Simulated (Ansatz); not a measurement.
Molecular dynamics of SnO2

The input (input.yaml):

```yaml
accuracy: low
crystal:
  lattice:
    - [-4.890272, -4.890272, 0.0]
    - [4.890272, -4.890272, 0.0]
    - [0.0, 0.0, 6.578515]
  atoms:
    - { symbol: Sn, position: [0.5, 0.5, 0.0] }
    - { symbol: Sn, position: [0.0, 0.5, 0.25] }
    - { symbol: O, position: [0.19438, 0.5, 0.0] }
    - { symbol: O, position: [0.0, 0.19438, 0.25] }
    - { symbol: O, position: [0.80562, 0.5, 0.0] }
    - { symbol: O, position: [0.0, 0.80562, 0.25] }
    - { symbol: Sn, position: [0.5, 0.5, 0.5] }
    - { symbol: Sn, position: [0.0, 0.5, 0.75] }
    - { symbol: O, position: [0.19438, 0.5, 0.5] }
    - { symbol: O, position: [0.0, 0.19438, 0.75] }
    - { symbol: O, position: [0.80562, 0.5, 0.5] }
    - { symbol: O, position: [0.0, 0.80562, 0.75] }
    - { symbol: Sn, position: [0.0, 0.0, 0.0] }
    - { symbol: Sn, position: [0.5, 0.0, 0.25] }
    - { symbol: O, position: [0.69438, 0.0, 0.0] }
    - { symbol: O, position: [0.5, 0.69438, 0.25] }
    - { symbol: O, position: [0.30562, 0.0, 0.0] }
    - { symbol: O, position: [0.5, 0.30562, 0.25] }
    - { symbol: Sn, position: [0.0, 0.0, 0.5] }
    - { symbol: Sn, position: [0.5, 0.0, 0.75] }
    - { symbol: O, position: [0.69438, 0.0, 0.5] }
    - { symbol: O, position: [0.5, 0.69438, 0.75] }
    - { symbol: O, position: [0.30562, 0.0, 0.5] }
    - { symbol: O, position: [0.5, 0.30562, 0.75] }
basis:
  ecutwfc: 420.0
kpoints:
  mp_grid: { grid: [3, 3, 3] }
hamiltonian:
  xc: pbesol
  pseudopotentials: { kind: paw, azcp: { folder: soft_1 } }
scf:
  occupations: { method: fermi_dirac, width: 0.17 }
  lower_state_search: "off"
md:
  timestep: 1
  n_steps: 110
  ensemble: nvt_langevin
  temperature: 2000.0
  initial_velocities: maxwell_boltzmann
  seed: 86106
  friction: 0.02
```

Run as:

```bash
$ ansatz run input.yaml --threads 4 --pin off --max-ram 10240MiB --backend cpu --events-out ev --progress --plain --runs-dir out
```

It starts from an unrelaxed structure (largest force component 0.21 eV/Å).

Output, in part (one step line in 2):

```
md step     0: t =     0.00 fs  T =  1916.7 K  F+E_penalty+E_count = -56572.02111890 eV  E_kin = 5.945960 eV  (8 SCF iters)
md step     2: t =     2.00 fs  T =  1881.0 K  F+E_penalty+E_count = -56571.91767271 eV  E_kin = 5.835318 eV  (9 SCF iters)
md step     4: t =     4.00 fs  T =  1951.8 K  F+E_penalty+E_count = -56571.61537886 eV  E_kin = 6.054999 eV  (9 SCF iters)
md step     6: t =     6.00 fs  T =  1620.1 K  F+E_penalty+E_count = -56571.14383041 eV  E_kin = 5.025794 eV  (7 SCF iters)
md step     8: t =     8.00 fs  T =  1628.6 K  F+E_penalty+E_count = -56570.62640303 eV  E_kin = 5.052242 eV  (7 SCF iters)
md step    10: t =    10.00 fs  T =  1461.0 K  F+E_penalty+E_count = -56570.10117107 eV  E_kin = 4.532477 eV  (8 SCF iters)
md step    12: t =    12.00 fs  T =  1419.3 K  F+E_penalty+E_count = -56569.63327264 eV  E_kin = 4.403115 eV  (7 SCF iters)
md step    14: t =    14.00 fs  T =  1310.5 K  F+E_penalty+E_count = -56569.22820848 eV  E_kin = 4.065588 eV  (7 SCF iters)
md step    16: t =    16.00 fs  T =  1291.1 K  F+E_penalty+E_count = -56568.93049789 eV  E_kin = 4.005242 eV  (7 SCF iters)
md step    18: t =    18.00 fs  T =  1149.9 K  F+E_penalty+E_count = -56568.72761346 eV  E_kin = 3.567272 eV  (7 SCF iters)
md step    20: t =    20.00 fs  T =  1403.5 K  F+E_penalty+E_count = -56568.54688592 eV  E_kin = 4.354006 eV  (9 SCF iters)
md step    22: t =    22.00 fs  T =  1342.7 K  F+E_penalty+E_count = -56568.35523877 eV  E_kin = 4.165380 eV  (6 SCF iters)
md step    24: t =    24.00 fs  T =  1473.0 K  F+E_penalty+E_count = -56568.15448428 eV  E_kin = 4.569750 eV  (7 SCF iters)
md step    26: t =    26.00 fs  T =  1363.2 K  F+E_penalty+E_count = -56567.96349025 eV  E_kin = 4.229103 eV  (7 SCF iters)
md step    28: t =    28.00 fs  T =  1418.8 K  F+E_penalty+E_count = -56567.77545494 eV  E_kin = 4.401510 eV  (7 SCF iters)
md step    30: t =    30.00 fs  T =  1464.2 K  F+E_penalty+E_count = -56567.62172563 eV  E_kin = 4.542160 eV  (9 SCF iters)
md step    32: t =    32.00 fs  T =  1487.6 K  F+E_penalty+E_count = -56567.51320365 eV  E_kin = 4.614946 eV  (7 SCF iters)
md step    34: t =    34.00 fs  T =  1388.7 K  F+E_penalty+E_count = -56567.41419345 eV  E_kin = 4.307994 eV  (7 SCF iters)
md step    36: t =    36.00 fs  T =  1370.3 K  F+E_penalty+E_count = -56567.28210620 eV  E_kin = 4.250959 eV  (7 SCF iters)
md step    38: t =    38.00 fs  T =  1333.7 K  F+E_penalty+E_count = -56567.10391946 eV  E_kin = 4.137457 eV  (7 SCF iters)
md step    40: t =    40.00 fs  T =  1273.9 K  F+E_penalty+E_count = -56566.92371548 eV  E_kin = 3.952022 eV  (9 SCF iters)
md step    42: t =    42.00 fs  T =  1393.8 K  F+E_penalty+E_count = -56566.74225307 eV  E_kin = 4.323919 eV  (7 SCF iters)
md step    44: t =    44.00 fs  T =  1401.6 K  F+E_penalty+E_count = -56566.61089758 eV  E_kin = 4.348091 eV  (7 SCF iters)
md step    46: t =    46.00 fs  T =  1410.7 K  F+E_penalty+E_count = -56566.51363170 eV  E_kin = 4.376391 eV  (7 SCF iters)
md step    48: t =    48.00 fs  T =  1172.7 K  F+E_penalty+E_count = -56566.46949493 eV  E_kin = 3.637968 eV  (7 SCF iters)
md step    50: t =    50.00 fs  T =  1265.8 K  F+E_penalty+E_count = -56566.50874084 eV  E_kin = 3.926909 eV  (10 SCF iters)
md step    52: t =    52.00 fs  T =  1216.5 K  F+E_penalty+E_count = -56566.65014731 eV  E_kin = 3.773739 eV  (6 SCF iters)
md step    54: t =    54.00 fs  T =  1467.6 K  F+E_penalty+E_count = -56566.86046032 eV  E_kin = 4.552748 eV  (7 SCF iters)
md step    56: t =    56.00 fs  T =  1537.1 K  F+E_penalty+E_count = -56567.09909654 eV  E_kin = 4.768526 eV  (7 SCF iters)
md step    58: t =    58.00 fs  T =  1678.4 K  F+E_penalty+E_count = -56567.29730160 eV  E_kin = 5.206769 eV  (7 SCF iters)
md step    60: t =    60.00 fs  T =  1847.5 K  F+E_penalty+E_count = -56567.50369133 eV  E_kin = 5.731491 eV  (10 SCF iters)
md step    62: t =    62.00 fs  T =  1794.4 K  F+E_penalty+E_count = -56567.65763902 eV  E_kin = 5.566760 eV  (7 SCF iters)
md step    64: t =    64.00 fs  T =  1618.7 K  F+E_penalty+E_count = -56567.73984318 eV  E_kin = 5.021461 eV  (7 SCF iters)
md step    66: t =    66.00 fs  T =  1507.6 K  F+E_penalty+E_count = -56567.77419256 eV  E_kin = 4.676962 eV  (7 SCF iters)
md step    68: t =    68.00 fs  T =  1557.7 K  F+E_penalty+E_count = -56567.78234690 eV  E_kin = 4.832419 eV  (7 SCF iters)
md step    70: t =    70.00 fs  T =  1378.4 K  F+E_penalty+E_count = -56567.75904880 eV  E_kin = 4.276009 eV  (10 SCF iters)
md step    72: t =    72.00 fs  T =  1454.3 K  F+E_penalty+E_count = -56567.71276604 eV  E_kin = 4.511533 eV  (7 SCF iters)
md step    74: t =    74.00 fs  T =  1535.0 K  F+E_penalty+E_count = -56567.59279605 eV  E_kin = 4.761823 eV  (7 SCF iters)
md step    76: t =    76.00 fs  T =  1464.9 K  F+E_penalty+E_count = -56567.52208727 eV  E_kin = 4.544405 eV  (7 SCF iters)
md step    78: t =    78.00 fs  T =  1645.3 K  F+E_penalty+E_count = -56567.51108072 eV  E_kin = 5.104071 eV  (7 SCF iters)
md step    80: t =    80.00 fs  T =  1925.5 K  F+E_penalty+E_count = -56567.52462785 eV  E_kin = 5.973518 eV  (9 SCF iters)
md step    82: t =    82.00 fs  T =  1832.1 K  F+E_penalty+E_count = -56567.45917903 eV  E_kin = 5.683504 eV  (7 SCF iters)
md step    84: t =    84.00 fs  T =  1865.3 K  F+E_penalty+E_count = -56567.36583590 eV  E_kin = 5.786742 eV  (7 SCF iters)
md step    86: t =    86.00 fs  T =  1783.8 K  F+E_penalty+E_count = -56567.27246388 eV  E_kin = 5.533662 eV  (7 SCF iters)
md step    88: t =    88.00 fs  T =  1813.0 K  F+E_penalty+E_count = -56567.18414553 eV  E_kin = 5.624513 eV  (7 SCF iters)
md step    90: t =    90.00 fs  T =  1674.6 K  F+E_penalty+E_count = -56567.11200538 eV  E_kin = 5.195148 eV  (9 SCF iters)
md step    92: t =    92.00 fs  T =  1641.8 K  F+E_penalty+E_count = -56567.01335565 eV  E_kin = 5.093389 eV  (7 SCF iters)
md step    94: t =    94.00 fs  T =  1807.0 K  F+E_penalty+E_count = -56566.90581686 eV  E_kin = 5.605780 eV  (7 SCF iters)
md step    96: t =    96.00 fs  T =  1767.7 K  F+E_penalty+E_count = -56566.73677190 eV  E_kin = 5.483886 eV  (7 SCF iters)
md step    98: t =    98.00 fs  T =  1698.6 K  F+E_penalty+E_count = -56566.57091579 eV  E_kin = 5.269459 eV  (7 SCF iters)
md step   100: t =   100.00 fs  T =  1832.1 K  F+E_penalty+E_count = -56566.35017750 eV  E_kin = 5.683655 eV  (9 SCF iters)
md step   102: t =   102.00 fs  T =  1616.0 K  F+E_penalty+E_count = -56566.07380041 eV  E_kin = 5.013200 eV  (7 SCF iters)
md step   104: t =   104.00 fs  T =  1653.2 K  F+E_penalty+E_count = -56565.89903131 eV  E_kin = 5.128502 eV  (7 SCF iters)
md step   106: t =   106.00 fs  T =  1772.0 K  F+E_penalty+E_count = -56565.79048762 eV  E_kin = 5.497282 eV  (8 SCF iters)
md step   108: t =   108.00 fs  T =  1687.1 K  F+E_penalty+E_count = -56565.69095767 eV  E_kin = 5.233768 eV  (7 SCF iters)
md step   110: t =   110.00 fs  T =  1612.1 K  F+E_penalty+E_count = -56565.56320419 eV  E_kin = 5.001204 eV  (10 SCF iters)
```

The run went to its last step. The mean temperature of the second half is 16 % below the set value. A run of 0.11 ps of so small a system gives no equilibrium averages. Limits of this set-up: PAW files made for another functional, low accuracy level.

Mean squared displacements from the first frame to the last, about the centre of mass: Sn 0.05 Å², O 0.09 Å².

Last frame:

```xyz
24
Lattice="-4.8903 -4.8903 0.0000 4.8903 -4.8903 0.0000 0.0000 0.0000 6.5785" Properties=species:S:1:pos:R:3
Sn -0.078 -4.884 0.090
Sn 2.513 -2.355 1.684
O 1.526 -3.357 -0.062
O 0.962 -0.587 1.815
O -1.690 -6.109 0.254
O 3.662 -4.091 1.584
Sn -0.228 -4.738 3.509
Sn 2.485 -2.415 4.773
O 1.334 -3.206 3.264
O 0.964 -0.989 5.126
O -1.405 -6.296 3.088
O 3.764 -4.263 5.009
Sn 0.084 -0.154 0.026
Sn -2.828 -2.403 1.758
O -3.569 -3.025 0.141
O 0.877 -5.666 1.986
O -1.335 -1.803 0.026
O -1.234 -3.887 1.621
Sn -0.249 0.172 3.168
Sn -2.518 -2.314 5.201
O -3.429 -3.557 3.273
O 0.685 -5.936 4.992
O -1.418 -1.867 3.472
O -1.073 -3.777 5.043
```

Time of the run: 24 min on 4 threads of Intel(R) Xeon(R) Platinum 8175M CPU @ 2.50GHz (Skylake/Cascade Lake), on a shared host, peak memory 1.8 GiB.
